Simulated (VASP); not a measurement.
# KF: forms and broadenings of the independent-particle spectrum

KF, Fm-3m (no. 225), 2 atoms in the cell. PBE, independent-particle dielectric function; PAW potentials K_sv, F (PBE set).

## Input

INCAR.step1:
```
PREC = Accurate
ENCUT = 460
ISMEAR = 0
SIGMA = 0.02
EDIFF = 1E-8
LASPH = True
KPAR = 4
LWAVE = False
LCHARG = False
LEPSILON = True
```

INCAR.step2, as INCAR.step1 but for:
```
- LWAVE = False
- LEPSILON = True
+ LWAVE = True
+ NBANDS = 40
```

INCAR.step3:
```
PREC = Accurate
ENCUT = 460
ISMEAR = 0
SIGMA = 0.02
EDIFF = 1E-7
LASPH = True
KPAR = 4
LWAVE = False
LCHARG = False
LOPTICS = True
NBANDS = 40
NEDOS = 2000
CSHIFT = 0.1
ALGO = None
NELM = 1
ISTART = 1
```

INCAR.step4, as INCAR.step3 but for:
```
+ LNABLA = True
```

INCAR.step5, as INCAR.step4 but for:
```
- LNABLA = True
+ LPEAD = True
+ IPEAD = 3
```

INCAR.step6, as INCAR.step5 but for:
```
- IPEAD = 3
+ IPEAD = 2
```

INCAR.step7 changes the same tag again: IPEAD = 4.

INCAR.step8, as INCAR.step7 but for:
```
- CSHIFT = 0.1
- LPEAD = True
- IPEAD = 4
+ CSHIFT = 0.05
```

INCAR.step9, as INCAR.step8 but for:
```
- CSHIFT = 0.05
+ CSHIFT = 0.01
```

INCAR.step10 changes the same tag again: CSHIFT = 0.2.

INCAR.step11, as INCAR.step10 but for:
```
- ISMEAR = 0
- CSHIFT = 0.2
+ ISMEAR = -5
+ CSHIFT = 0.1
```

INCAR.step12, as INCAR.step11 but for:
```
- ISMEAR = -5
- SIGMA = 0.02
+ ISMEAR = 0
+ SIGMA = 0.2
```

INCAR.step13, as INCAR.step12 but for:
```
- SIGMA = 0.2
+ SIGMA = 0.02
+ OMEGAMAX = 12
```

INCAR.step14, as INCAR.step13 but for:
```
- OMEGAMAX = 12
+ OMEGAMAX = 60
```

KPOINTS:
```
k-points
0
Gamma
  12 12 12
```

POSCAR:
```
KF
1.0
    0.0000000000      2.6718500000      2.6718500000
    2.6718500000      0.0000000000      2.6718500000
    2.6718500000      2.6718500000      0.0000000000
K F
1 1
Direct
    0.0000000000      0.0000000000      0.0000000000
    0.5000000000      0.5000000000      0.5000000000
```

Commands (each step's output is kept before the next begins):
```
cat potpaw_PBE.64/K_sv/POTCAR potpaw_PBE.64/F/POTCAR > POTCAR
cp INCAR.step1 INCAR
mpirun -np 4 vasp_std > vasp.out
rm WAVECAR CHG
cp INCAR.step2 INCAR
mpirun -np 4 vasp_std > vasp.out
cp INCAR.step3 INCAR
mpirun -np 4 vasp_std > vasp.out
cp INCAR.step4 INCAR
mpirun -np 4 vasp_std > vasp.out
cp INCAR.step5 INCAR
mpirun -np 4 vasp_std > vasp.out
cp INCAR.step6 INCAR
mpirun -np 4 vasp_std > vasp.out
cp INCAR.step7 INCAR
mpirun -np 4 vasp_std > vasp.out
cp INCAR.step8 INCAR
mpirun -np 4 vasp_std > vasp.out
cp INCAR.step9 INCAR
mpirun -np 4 vasp_std > vasp.out
cp INCAR.step10 INCAR
mpirun -np 4 vasp_std > vasp.out
cp INCAR.step11 INCAR
mpirun -np 4 vasp_std > vasp.out
cp INCAR.step12 INCAR
mpirun -np 4 vasp_std > vasp.out
cp INCAR.step13 INCAR
mpirun -np 4 vasp_std > vasp.out
cp INCAR.step14 INCAR
mpirun -np 4 vasp_std > vasp.out
```

## Result

- Direct gap on the mesh (eV): 6.17
- Gap on the mesh (eV): 6.17
- Bands: 40

One ground state, settings moved in the last step alone:

| Settings | ε at zero frequency | Mean energy of the absorption, weighted by Im ε (eV) | Time (s) |
|---|---|---|---|
| longitudinal form, CSHIFT 0.1 | 2.08 | 14.00 | 3 |
| transversal form (LNABLA) | 2.04 | 14.04 | 3 |
| finite differences (LPEAD), order 3 | 2.08 | 14.00 | 10 |
| finite differences (LPEAD), order 2 | 2.08 | 14.00 | 7 |
| finite differences (LPEAD), order 4 | 2.08 | 14.00 | 12 |
| CSHIFT 0.05 | 2.08 | 14.02 | 3 |
| CSHIFT 0.01 | 2.08 | 14.00 | 3 |
| CSHIFT 0.2 | 2.08 | 13.96 | 3 |
| tetrahedron method | 2.08 | 14.03 | 4 |
| SIGMA 0.2 | 2.08 | 14.00 | 4 |
| OMEGAMAX 12, which cuts the spectrum short | 1.37 | – | 3 |
| OMEGAMAX 60 | 2.08 | 14.00 | 3 |

The mean energy covers the spectrum up to 20 eV.

On the same mesh, density-functional perturbation theory with local fields gives ε = 1.98.

VASP 6.6.1 took 283 s on 4 cores (Intel Xeon Platinum 8259CL @ 2.50GHz (Skylake/Cascade Lake)), a shared host.
